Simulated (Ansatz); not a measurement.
# BN: zone-centre modes at 1 GPa

Method: DFT PBEsol, scalar-relativistic, plane waves, PAW (Ansatz 0.2.0). Cutoff 420 eV, 12×12×12 k-points (Γ-centred), fixed occupations. No spin polarisation. Phonons by linear response, acoustic sum rule imposed.

The cell, relaxed at 1 GPa:
```
CELL_PARAMETERS angstrom
1.25099 0.72226 3.28923
-1.25099 0.72226 3.28923
0.00000 -1.44452 3.28923
ATOMIC_POSITIONS crystal
B 0.99970 0.99970 0.99970
N 0.33273 0.33273 0.33273
```

The crystal is built of layers and no dispersion correction was added, so the binding between them is poorly described, and with it their spacing and whatever depends on it.

(1) Is this structure stable against zone-centre distortions?

(2) List the optical modes at Γ without the LO field (i marks imaginary ones).

## Answers

(1) Yes, at Γ: no optical mode is imaginary. Strains and other wave vectors aren't tested by this run.

(2)
| frequency (cm⁻¹) | degeneracy | IR intensity of the level ((D/Å)²/amu) |
| --- | --- | --- |
| 745 | 1 | 1.93 |
| 1368 | 2 | 55.21 |

This form isn't the usual stable structure of the compound.

Cost: 1 run of about 1.1 core-minutes, on Arm Neoverse V1 (shared hosts).